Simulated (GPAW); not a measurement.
# Hf (P6_3/mmc) in GPAW: a series of runs, part 2 of 2

GPAW 26.7.0. Earlier steps stand in the parts before.

## Step 4: Relaxation of cell and atoms, revPBE+D4

The input, run.py:

```python
from ase.calculators.mixing import SumCalculator
from ase.filters import FrechetCellFilter
from ase.io import read, write
from ase.optimize import FIRE
from dftd4.ase import DFTD4
from gpaw import GPAW, PW

atoms = read('Hf.xyz')

calc = GPAW(mode=PW(600),
            xc='revPBE',
            kpts={'size': (10, 10, 5), 'gamma': True},
            occupations={'name': 'fermi-dirac', 'width': 0.05},
            nbands=24,
            convergence={'density': 1e-05, 'forces': 0.0001},
            maxiter=150,
            txt='gpaw.txt')
atoms.calc = SumCalculator([calc, DFTD4(method='revpbe')])
opt = FIRE(FrechetCellFilter(atoms), trajectory='relax.traj', logfile='-')
done = opt.run(fmax=0.02, steps=40)
calc.write('gs.gpw')
write('result.traj', atoms)
print('Converged:', done)
print('Cell:', atoms.cell.cellpar().round(4))
print('Volume:', round(atoms.get_volume(), 4))
print(atoms.get_scaled_positions().round(5))
```

The input, Hf.xyz:

```xyz
2
Lattice="3.1967000000 0.0000000000 0.0000000000 -1.5983500000 2.7684234083 0.0000000000 0.0000000000 0.0000000000 5.0578000000" Properties=species:S:1:pos:R:3 pbc="T T T"
Hf     1.5983500002      0.9228078027      3.7933500000
Hf    -0.0000000002      1.8456156056      1.2644500000
```

Potentials or basis: the program's PAW data sets (release 1.2.1) made for this functional, pw.

Command:

```sh
$ OMP_NUM_THREADS=1 python run.py
```

gpaw.txt:

```text
__  _  _
 | _ |_)|_||  |
 |__||  | ||/\| - 26.7.0

Input parameters:
  mode=PW(ecut=600.0),
  convergence={'density': 1e-05, 'forces': 0.0001},
  kpts=MonkhorstPack(size=(10, 10, 5), gamma=True),
  maxiter=150,
  nbands=24,
  occupations=Occupations(name='fermi-dirac', width=0.05),
  xc=XC(name='revPBE')

Diagonalizing LCAO Hamiltonian
Converting LCAO to pw mode

           Hf

        Hf

Atoms  # Å, Bohr magnetons
|   | symbol |         x |        y |        z |    initial magnetic moments |
|---|--------|-----------|----------|----------|-----------------------------|
| 0 |     Hf |  1.598350 | 0.922808 | 3.793350 | ( 0.0000,  0.0000,  0.0000) |
| 1 |     Hf | -0.000000 | 1.845616 | 1.264450 | ( 0.0000,  0.0000,  0.0000) |

Unit cell  # Å
| periodic |         x |        y |        z |  lengths |     angles |
|----------|-----------|----------|----------|----------|------------|
|      yes |  3.196700 | 0.000000 | 0.000000 | 3.196700 |  90.000000 |
|      yes | -1.598350 | 2.768423 | 0.000000 | 3.196700 |  90.000000 |
|      yes |  0.000000 | 0.000000 | 5.057800 | 5.057800 | 120.000000 |

Number of symmetries: 12
Symmetry operations  # r_c * U_cc + t_c -> r_c
|    | kind |            matrix            |
|----|------|------------------------------|
|  0 |  σ   |  1, 1, 0,  0,-1, 0,  0, 0, 1 |
|  1 |  S6  |  1, 1, 0, -1, 0, 0,  0, 0,-1 |
|  2 |  E   |  1, 0, 0,  0, 1, 0,  0, 0, 1 |
|  3 |  C2  |  1, 0, 0, -1,-1, 0,  0, 0,-1 |
|  4 |  C2  |  0, 1, 0,  1, 0, 0,  0, 0,-1 |
|  5 |  C3  |  0, 1, 0, -1,-1, 0,  0, 0, 1 |
|  6 |  S6  |  0,-1, 0,  1, 1, 0,  0, 0,-1 |
|  7 |  σ   |  0,-1, 0, -1, 0, 0,  0, 0, 1 |
|  8 |  σ   | -1, 0, 0,  1, 1, 0,  0, 0, 1 |
[... 172 lines left out ...]
Stress tensor  # eV/Ang^3
|         x |         y |         z |
|-----------|-----------|-----------|
| -0.019817 | -0.000000 |  0.000000 |
| -0.000000 | -0.019817 | -0.000000 |
|  0.000000 | -0.000000 | -0.016995 |

Forces  # eV/Ang
|        x |       y |        z |
|----------|---------|----------|
| -0.00000 | 0.00000 | -0.00000 |  # Hf   0
|  0.00000 | 0.00000 |  0.00000 |  # Hf   1

Interpolating wave functions to new cell

           Hf
[... 412 lines left out ...]
Stress tensor  # eV/Ang^3
|         x |         y |         z |
|-----------|-----------|-----------|
| -0.015164 | -0.000000 |  0.000000 |
| -0.000000 | -0.015164 |  0.000000 |
|  0.000000 |  0.000000 | -0.012974 |

Forces  # eV/Ang
|       x |        y |        z |
|---------|----------|----------|
| 0.00000 |  0.00000 |  0.00000 |  # Hf   0
| 0.00000 | -0.00000 | -0.00000 |  # Hf   1

Interpolating wave functions to new cell

           Hf
[... 623 lines left out ...]
Stress tensor  # eV/Ang^3
|         x |         y |         z |
|-----------|-----------|-----------|
| -0.011693 | -0.000000 |  0.000000 |
| -0.000000 | -0.011693 | -0.000000 |
|  0.000000 | -0.000000 | -0.010280 |

Forces  # eV/Ang
|       x |        y |        z |
|---------|----------|----------|
| 0.00000 |  0.00000 | -0.00001 |  # Hf   0
| 0.00000 | -0.00000 |  0.00001 |  # Hf   1

Interpolating wave functions to new cell

           Hf
[... 630 lines left out ...]
Forces  # eV/Ang
|        x |        y |        z |
|----------|----------|----------|
|  0.00000 |  0.00000 | -0.00003 |  # Hf   0
| -0.00000 | -0.00000 |  0.00003 |  # Hf   1

# Writing to gs.gpw (mode='')
```

Run time: 3.1 min. Hardware: 1 thread of Arm Neoverse V1, shared host; peak memory 0.32 GiB.

What came out:

```
Free energy                            : -14.9065 eV
Relaxed volume                         : 22.61 Å³/atom
Relaxed cell                           : a = 3.210 Å, b = 3.210 Å, c = 5.067 Å, α = 90.00°, β = 90.00°, γ = 120.00°
Space group after relaxing (to 0.05 Å) : P6_3/mmc (No. 194)
Energy gained by relaxing              : 0.7 meV/atom
Ionic steps                            : 9
Pressure after relaxing                : 0.0 GPa
Band gap on the k mesh                 : none (metal or under the smearing width)
Dispersion energy per atom             : -0.264 eV
```

The path:
```tsv
step	energy change (eV)	largest force (eV/Å)	pressure (GPa)	volume (Å³)
1	0.0000	0.0000	1.09	44.76
2	-0.0006	0.0000	0.84	44.86
3	-0.0013	0.0000	0.40	45.04
4	-0.0014	0.0000	-0.12	45.26
5	-0.0014	0.0000	-0.11	45.26
6	-0.0014	0.0000	-0.10	45.25
7	-0.0014	0.0000	-0.08	45.25
8	-0.0015	0.0000	-0.06	45.24
9	-0.0015	0.0000	-0.03	45.23
```

Final structure:
```
CELL_PARAMETERS angstrom
3.21040 0.00000 0.00000
-1.60520 2.78028 0.00000
0.00000 0.00000 5.06679
ATOMIC_POSITIONS crystal
Hf 0.66667 0.33333 0.75000
Hf 0.33333 0.66667 0.25000
```

Levels at points of the mesh, in eV from the Fermi level:
| k point | band 10 | band 11 | band 12 | band 13 | band 14 | band 15 |
| --- | --- | --- | --- | --- | --- | --- |
| (0.00, 0.00, 0.00) | -3.64 | 0.57 | 1.20 | 1.20 | 1.50 | 2.01 |
| (0.50, 0.50, 0.00) | -2.69 | -2.18 | -0.86 | 0.80 | 0.87 | 1.68 |

Caveat: later steps reuse the first step's grids; pairwise dispersion overbinds metals, which lowers pressure and volume.

## Step 5: Overview

| level | potentials or basis | optimizer | fmax | max steps | gap on the mesh (eV) | pressure (GPa) | relaxed volume (Å³/atom) |
| --- | --- | --- | --- | --- | --- | --- | --- |
| PBE+D4 | GPAW PAW data sets (gpaw-data 1.2.1), pw | LBFGS | 0.02 eV/Å | 60 | none | 0.0 | 22.25 |
| PBEsol+D3(BJ) | PAW data sets generated in the run's folder for this functional, pw | BFGS | 0.05 eV/Å | 40 | none | 0.3 | 20.88 |
| revPBE+D4 | the program's PAW data sets (release 1.2.1) made for this functional, pw | FIRE | 0.02 eV/Å | 40 | none | 0.0 | 22.61 |

Alike in all rows: task relaxation of cell and atoms; no spin polarisation; cell relaxed; k mesh 10 × 10 × 5; cutoff (eV) 600; smearing fermi-dirac 0.05 eV.

Caveats: later steps reuse the first step's grids; pairwise dispersion overbinds metals, which lowers pressure and volume.

Total energies depend on the potentials used, so only differences within one code and one set of settings carry meaning.
